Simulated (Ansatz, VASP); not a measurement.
# Cross-check of GaN between VASP and Ansatz

Wanted: the spread between two codes on one cell, functional and k mesh.

Program: Ansatz 0.2.0. Level of theory: plane waves, with VASP 6.6.1 beside it; single point at PBE. Results are calculated unless marked as measured.

The database entry behind the starting cell differs from later determinations by our own check (about 0.3 % short, ideal inner coordinate), so it need not match the best structure at ambient conditions.

## (1) Set-up

Symmetry: P6_3mc, No. 186, hexagonal system. The conventional cell has a = 3.180 Å, b = 3.180 Å, c = 5.166 Å, α = 90.00°, β = 90.00°, γ = 120.00°. Ga has 4 N at 1.94 to 1.95 Å nearest. Nearest to N lie 4 Ga at 1.94 to 1.95 Å. Farther neighbours and most contacts between anions are not listed.

## (2) VASP: single point, PBE

A single point gives forces, pressure and levels at one fixed geometry, so differences don't come from the geometry; what else differs is listed under the comparison.

Lines of VASP's logs that name or quote its potential files are left out, and so is its time.

The input, INCAR:

```
SYSTEM = GaN
PREC = Accurate
ENCUT = 520
EDIFF = 1E-07
NELM = 100
ISMEAR = 0
SIGMA = 0.01
LREAL = .FALSE.
ALGO = Normal
GGA = PE
NBANDS = 24
LORBIT = 11
LWAVE = .FALSE.
LCHARG = .FALSE.
KPAR = 2
```

The input, POSCAR:

```
GaN
1.0
    3.1800000000      0.0000000000      0.0000000000
   -1.5900000000      2.7539607840      0.0000000000
    0.0000000000      0.0000000000      5.1660000000
Ga N
2 2
Direct
    0.6666666667      0.3333333333      0.5000000000
    0.3333333333      0.6666666667      0.0000000000
    0.6666666667      0.3333333333      0.8750000000
    0.3333333333      0.6666666667      0.3750000000
```

The input, KPOINTS:

```
Automatic mesh
0
Gamma
7 7 4
0 0 0
```

The projector-augmented-wave data sets are Ga_d and N (PBE family, release 64).

Command:

```console
$ mpirun -np 2 vasp_std
```

Numbers of over 12 decimals in the logs are rounded to 6 here.

The log of the run:

```text
[banner, memory and clock lines left out]
running    2 mpi-ranks, on    1 nodes
 distrk:  each k-point on    1 cores,    2 groups
 distr:  one band on    1 cores,    1 groups

 POSCAR found type information on POSCAR GaN
 POSCAR found :  2 types and       4 ions
 LDA part: xc-table for (Slater+PW92), standard interpolation
 POSCAR, INCAR and KPOINTS ok, starting setup
 FFT: planning ... GRIDC
 FFT: planning ... GRID_SOFT
 FFT: planning ... GRID
 WAVECAR not read
 entering main loop
       N       E                     dE             d eps       ncg     rms          rms(c)
DAV:   1     0.268142846591E+03    0.26814E+03   -0.18390E+04  1280   0.282E+03
DAV:   2     0.276128039720E+01   -0.26538E+03   -0.25327E+03  1304   0.512E+02
DAV:   3    -0.274363480461E+02   -0.30198E+02   -0.29980E+02  1336   0.141E+02
DAV:   4    -0.283204919567E+02   -0.88414E+00   -0.88308E+00  1560   0.271E+01
DAV:   5    -0.283354705482E+02   -0.14979E-01   -0.14976E-01  1336   0.312E+00    0.110E+01
DAV:   6    -0.241751024316E+02    0.41604E+01   -0.12516E+01  1984   0.534E+01    0.306E+00
DAV:   7    -0.242961722976E+02   -0.12107E+00   -0.16711E+00  1200   0.100E+01    0.273E+00
DAV:   8    -0.242935698957E+02    0.26024E-02   -0.19433E-01  1808   0.675E+00    0.787E-01
DAV:   9    -0.242755396618E+02    0.18030E-01   -0.78340E-02  1960   0.478E+00    0.329E-01
DAV:  10    -0.242763812704E+02   -0.84161E-03   -0.45422E-03  1344   0.643E-01    0.112E-01
DAV:  11    -0.242762742983E+02    0.10697E-03   -0.12327E-03  1704   0.626E-01    0.263E-02
DAV:  12    -0.242762868909E+02   -0.12593E-04   -0.13292E-04  1304   0.871E-02    0.166E-02
DAV:  13    -0.242762871339E+02   -0.24296E-06   -0.33951E-05  1760   0.878E-02    0.116E-02
DAV:  14    -0.242762872532E+02   -0.11931E-06   -0.56259E-06  1464   0.237E-02    0.505E-03
DAV:  15    -0.242762872487E+02    0.45047E-08   -0.47525E-07  1448   0.462E-03
   1 F= -.24276287E+02 E0= -.24276287E+02  d E =-.294672E-25
```

From OUTCAR (step 2):

```text
ion  position               nearest neighbor table
   1  0.667  0.333  0.500-   3 1.94   4 1.95   4 1.95   4 1.95
   2  0.333  0.667  0.000-   4 1.94   3 1.95   3 1.95   3 1.95
   3  0.667  0.333  0.875-   1 1.94   2 1.95   2 1.95   2 1.95
   4  0.333  0.667  0.375-   2 1.94   1 1.95   1 1.95   1 1.95

  LATTYP: Found a hexagonal cell.
 ALAT       =     3.1800000000
 C/A-ratio  =     1.6245283019

 Subroutine GETGRP returns: Found 12 space group operations
 (whereof  6 operations were pure point group operations)

The static configuration has the point symmetry C_3v.
 The point group associated with its full space group is C_6v.

 Found     24 irreducible k-points:

   k-points           NKPTS =     24   k-points in BZ     NKDIM =     24   number of bands    NBANDS=     24

   dimension x,y,z NGX =    24 NGY =   24 NGZ =   40
   dimension x,y,z NGXF=    48 NGYF=   48 NGZF=   80

   ENCUT  =  520.0 eV  38.22 Ry    6.18 a.u.   5.91  5.91  9.61*2*pi/ulx,y,z

   NELECT =      36.0000    total number of electrons

 k-points in reciprocal lattice and weights: Automatic mesh
   0.00000000  0.00000000  0.00000000       0.005
   0.14285714  0.00000000  0.00000000       0.031
   0.28571429 -0.00000000  0.00000000       0.031
   0.42857143  0.00000000  0.00000000       0.031
   0.14285714  0.14285714  0.00000000       0.031
   0.28571429  0.14285714  0.00000000       0.061
   0.42857143  0.14285714  0.00000000       0.031
   0.28571429  0.28571429  0.00000000       0.031
   0.00000000  0.00000000  0.25000000       0.010
[...]
0.42857143  0.14285714  0.50000000       0.031
   0.28571429  0.28571429  0.50000000       0.031

 average (electrostatic) potential at core
       1 -63.3818       2 -63.3818       3 -61.9344       4 -61.9344

 E-fermi :   5.5019

 k-point     1 :       0.0000    0.0000    0.0000
  band No.  band energies     occupation
    ...
     14       4.3693      2.00000
     15       4.3693      2.00000
     16       5.3716      2.00000
     17       5.4319      2.00000
     18       5.4319      2.00000
     19       7.4030      0.00000
     20       9.7297      0.00000
     21      14.6877      0.00000
     22      15.3468      0.00000
     23      15.3468      0.00000
    ...

 k-point     2 :       0.1429    0.0000    0.0000
  band No.  band energies     occupation
    ...
     14       3.0490      2.00000
     15       3.9749      2.00000
     16       4.0385      2.00000
     17       5.1601      2.00000
     18       5.2542      2.00000
     19       8.6505      0.00000
     20      10.7759      0.00000
     21      13.8887      0.00000
     22      14.5178      0.00000
     23      15.8112      0.00000
    ...

 k-point     3 :       0.2857   -0.0000    0.0000
  band No.  band energies     occupation
    ...
     14       0.9225      2.00000
     15       2.0949      2.00000
     16       3.2319      2.00000
     17       4.4619      2.00000
     18       4.8284      2.00000
     19      10.0610      0.00000
     20      11.3425      0.00000
     21      12.5438      0.00000
     22      13.9240      0.00000
     23      15.7324      0.00000
    ...

  Total        1.8484912      1.8484912      2.4581762      0.0000000     -0.0000000      0.0000000
  in kB       65.4619122     65.4619122     87.0531139      0.0000000     -0.0000000      0.0000000
  external PRESSURE =      72.6589794 kB  Pullay stress =       0.0000000 kB

  energy-cutoff  :      520.00
  volume of cell :       45.24
      direct lattice vectors                 reciprocal lattice vectors
     3.180000000  0.000000000  0.000000000     0.314465409  0.181556688  0.000000000
    -1.590000000  2.753960784  0.000000000     0.000000000  0.363113377  0.000000000
     0.000000000  0.000000000  5.166000000     0.000000000  0.000000000  0.193573364

 POSITION                                       TOTAL-FORCE (eV/Angst)
 -----------------------------------------------------------------------------------
      1.59000      0.91799      2.58300         0.000000     -0.000000     -0.134613
     -0.00000      1.83597      0.00000        -0.000000      0.000000     -0.134613
      1.59000      0.91799      4.52025         0.000000     -0.000000      0.134613
     -0.00000      1.83597      1.93725        -0.000000      0.000000      0.134613
 -----------------------------------------------------------------------------------
    total drift:                               -0.000001     -0.000001     -0.000233

  FREE ENERGIE OF THE ION-ELECTRON SYSTEM (eV)
  ---------------------------------------------------
  free  energy   TOTEN  =       -24.2762872487 eV

  energy  without entropy=      -24.2762872487  energy(sigma->0) =      -24.27628725

 total charge
# of ion       s       p       d       tot
------------------------------------------
    1        0.789   0.910  10.186  11.885
    2        0.789   0.910  10.186  11.885
    3        1.224   2.531   0.000   3.755
    4        1.224   2.531   0.000   3.755
--------------------------------------------------
tot          4.026   6.882  20.372  31.280

[... 3 further parts left out ...]
```

The run ends at a pressure of 7.27 GPa, with forces up to 0.13 eV/Å.

## (3) Ansatz: single point, PBE

Ansatz runs on its default PAW (the set named soft_2) files.

The same cell, functional, mesh and smearing now go to Ansatz, which takes its cutoff from its data sets.

The input, input.yaml:

```yaml
crystal:
  lattice:
    - [3.18, 0.0, 0.0]
    - [-1.59, 2.753960784, 0.0]
    - [0.0, 0.0, 5.166]
  atoms:
    - { symbol: Ga, position: [0.6666666667, 0.3333333333, 0.5] }
    - { symbol: Ga, position: [0.3333333333, 0.6666666667, 0.0] }
    - { symbol: "N", position: [0.6666666667, 0.3333333333, 0.875] }
    - { symbol: "N", position: [0.3333333333, 0.6666666667, 0.375] }
hamiltonian:
  xc: pbe
  pseudopotentials: { kind: paw }
kpoints:
  mp_grid: { grid: [7, 7, 4] }
scf:
  occupations: { method: gaussian, width: 0.01 }
  n_extra_bands: 5
output:
  forces: true
  stress: true
  eigenvalues: true
  write_density: true
  write_potential: true
  elf: true
  volumetric_format: npy
```

Command:

```console
$ ansatz run input.yaml --threads 2 --pin off --max-ram 4608MiB --backend cpu --events-out ev --progress --plain --runs-dir out
```

The log of the run:

```text
scf.n_extra_bands = 5 over 18 filled bands (N_el = 36.0): the run solves 23 bands
Engine: ansatz 0.2.0, aarch64-unknown-linux-gnu
Pseudopotentials: kind: paw
Pseudopotential: Ga, paw, valence charge 13, recommended cutoff 420 eV (normal), Ga.paw.azcp
Pseudopotential: N, paw, valence charge 5, recommended cutoff 420 eV (normal), N.paw.azcp
Functional definition: PBE
  parameter kappa = 0.804
  parameter beta = 0.066725
  exchange = pbe_x(kappa = kappa, mu = beta*pi^2/3)
  correlation = pbe_c(beta = beta)
Crystal: 4 atoms, lattice volume = 45.242 Å³
Basis set: ecut = 420 eV, 881 PW (Γ), exchange–correlation on 48×48×72 points (8 copies of the dense FFT grid, shifted against one another)
Bands: 23, of which v1, the nominal top of the filled ones, is band 18 counted from 1 (17 counted from 0)
Symmetry: 12 space group operations
Space group: P63mc (ITA 186), of the structure as read, at distance tolerance 3.6e-5 Å
k-points: 24 of 196 (time reversal used)
Non-local potential: Ga, projectors of the file, l = 0: 2, l = 1: 2, l = 2: 3, l = 3: 1
Non-local potential: N, projectors of the file, l = 0: 2, l = 1: 2, l = 2: 1
PAW form: soft (Blöchl's): semilocal exchange-correlation on the pseudo side does not see the compensation charge
PAW one-centre angular grid: Ga, 590 points (default); XC on 64 Gauss nodes
PAW one-centre angular grid: N, 110 points (default); XC on 64 Gauss nodes
Initial density: superposition of atomic densities (neutral atoms: chi_scale 0, normalization atom), corrected by the library's trained network
Initial wavefunctions: pseudopotential atomic-orbital guess
Functional: x = pbe(κ = 0.804, μ = 0.219515), c = pbe(β = 0.066725)
SCF iter   1: F=—  HF=-8335.794293 eV  |F-HF|=—  |Δ(HF+E_count)|=         —  Δρ=8.27e-4  dr2=1.65e-4  ethr=1.77e-3  ⟨swp⟩=5.4  Hψ=2302  notcnv=0
preconditioner: auto → Resta (q_TF=auto, 2.626 Å⁻¹)  ε∞=4.7  [insulator: Δε(μ)=1.958 eV  Ē_g=17.276 eV  σ=0.010 eV  W_gap=1.00  n_scr=22 (ndim 8)  ℏωp=33.1 eV  f_vac=0.008  D(μ)=0.00/eV (n_scr^D=0)  ε∞_Penn≈4.7]
SCF iter   2: F=—  HF=-8335.794954 eV  |F-HF|=—  |Δ(HF+E_count)|=   6.61e-4  Δρ=3.97e-4  dr2=2.43e-5  ethr=4.58e-7  ⟨swp⟩=2.2  Hψ=1273  notcnv=0  defer=22
SCF iter   3: F=—  HF=-8335.795057 eV  |F-HF|=—  |Δ(HF+E_count)|=   1.02e-4  Δρ=1.90e-4  dr2=6.92e-6  ethr=6.74e-8  ⟨swp⟩=2.0  Hψ=976  notcnv=0  defer=22
SCF iter   4: F=—  HF=-8335.795087 eV  |F-HF|=—  |Δ(HF+E_count)|=   3.04e-5  Δρ=5.04e-5  dr2=8.14e-7  ethr=1.92e-8  ⟨swp⟩=2.0  Hψ=944  notcnv=0  defer=22
iter 5 did not close the SCF: its close was put off for the readings that it lacked (scf_convergence_deferred on its scf_iter line)
SCF iter   5: F=-8335.795089 eV  HF=-8335.795089 eV  |F-HF|=2.27e-7  |Δ(HF+E_count)|=   2.04e-6  Δρ=1.77e-5  dr2=9.20e-8  ethr=2.26e-9  ⟨swp⟩=2.0  Hψ=955  notcnv=0  defer=22
SCF iter   6: F=-8335.795089 eV  HF=-8335.795089 eV  |F-HF|=4.64e-9  |Δ(HF+E_count)|=   2.46e-7  Δρ=3.47e-6  dr2=4.86e-9  ethr=2.55e-10  ⟨swp⟩=7.4  Hψ=3440  notcnv=0
SCF 1 converged in 6 iterations: F = -8335.795089 eV  dr2 = 4.86e-9
  greatest PAW one-centre occupation: 0.995 electrons in one spin orbital (limit 2), on the Ga atom at site 0 (counted from 0), in its partial waves of l = 2
SCF converged after 6 iterations
Free energy (F): -8335.795089 eV
Harris-Foulkes:  -8335.795089 eV  (|F-HF|=4.64e-9)
Internal energy: -8335.795089 eV  (E = F + TS)
E sigma→0 (E₀):  -8335.795089 eV
Fermi energy:    10.834764 eV
--- Per-component energies (eV) ---
  E_band       = -5.316425
  E_kinetic    = 495.408821
  E_local      = -3888.995306  (includes V_loc(G=0)·N_el)
  E_nonlocal   = 948.903425
  E_hartree    = 1791.461076
  E_xc         = -257.976244
  E_vxc        = -268.789463  (∫ρ·V_xc dr)
  E_paw        = -4240.770187  (= ΣΔE_a)
  E_vpaw       = -874.766629  (= ΣTr[D̂ρ^β])
  E_aug_tail   = 0.000054  (compensation charges beyond the density's cutoff)
  E_ewald      = -3183.826728
  E_smearing   = -0.000000  (= −TS)
  E_closure    = -0.000000  (closes the sum)
  Σ components = -8335.795089   (vs F -8335.795089, Δ=0.00e0)
--- Forces (eV/Å), atoms counted from 1 ---
  atom   1  Ga    -0.00000000    -0.00000000    -0.13690769
  atom   2  Ga     0.00000000     0.00000000    -0.13690769
  atom   3  N      0.00000000    -0.00000000     0.13689788
  atom   4  N     -0.00000000     0.00000000     0.13689788
  max |Σ_I F_I| component: 1.96e-5 eV/Å
--- Stress (GPa, compression-positive) ---
        6.571224       0.000000      -0.000000
        0.000000       6.571224       0.000000
       -0.000000       0.000000       8.705196
  P = ⅓ Tr σ = 7.2825 GPa (72.825 kbar)
--- Band table (eV; the first three rows and the last of 24) ---
  k-point 0: bands = [... 14 lower, 8.7909, 9.7932, 9.8527, 9.8527, 11.8168, 14.1550, 19.1056, 19.7820, ... 1 higher]
  k-point 1: bands = [... 14 lower, 8.9390, 8.9390, 9.6901, 9.6901, 13.0048, 14.2604, 18.7162, 19.4886, ... 1 higher]
  k-point 2: bands = [... 14 lower, 9.3081, 9.3081, 9.3081, 9.3081, 14.1431, 14.1431, 18.3980, 18.3980, ... 1 higher]
  k-point 23: bands = [... 14 lower, 5.9406, 5.9406, 8.2919, 8.2919, 16.0063, 16.0063, 17.5904, 17.5904, ... 1 higher]
```

It took 3 s on 2 threads of Arm Neoverse N1, shared host; peak memory 0.32 GiB; 5.5 s of CPU time.

The run ends at a pressure of 7.28 GPa, with forces up to 0.14 eV/Å.

## (4) Comparison

Known differences besides the potentials themselves: the cutoff is 420 eV in Ansatz and 520 eV in VASP; VASP leaves aspherical gradient terms in its spheres out (LASPH is not set), Ansatz keeps them. Total energies have different zeros and are not compared.

Both answers:

```csv
quantity,Ansatz,VASP,difference
pressure (GPa),7.28,7.27,+0.02
pressure without Ansatz's Pulay correction (GPa),6.77,7.27,-0.50
gap on the k mesh (eV),1.964,1.971,-0.007
```

Forces (eV/Å; atoms numbered as in POSCAR):

```
atom        Ansatz x, y, z          VASP x, y, z
 Ga1  0.000, 0.000, -0.137  0.000, 0.000, -0.135
 Ga2  0.000, 0.000, -0.137  0.000, 0.000, -0.135
  N3   0.000, 0.000, 0.137   0.000, 0.000, 0.135
  N4   0.000, 0.000, 0.137   0.000, 0.000, 0.135
```

The forces differ by 1.3 meV/Å r.m.s., which is 1.7 % of the r.m.s. force of 0.08 eV/Å (both taken over all components). A gap on the mesh is an upper bound, since the band edges may lie between its points. Ansatz's pressure holds a Pulay correction of 0.52 GPa; VASP's holds none.

## (5) Outcome

| Property | Result |
| --- | --- |
| r.m.s. force difference (single point, PBE) | 1.3 meV/Å |

In words: The r.m.s. force difference is 1.3 meV/Å (single point, PBE), within the 12 meV/Å picked in this series as the mark of a large difference. How closely two codes agree says nothing of how well the functional describes the real material.

[Lines on the potential files, build, host, timing and source positions are cut from VASP's logs without a mark.]

[Logs are printed without paths, hosts, clocks, repeated set-up lines and the standing remarks that a program may print on its own settings, such as how far it seeks lower states.]

[Hosts, paths, dates, database ids (printed as entryN), source tags and the programs' standing remarks are cut or masked in the printed files.]
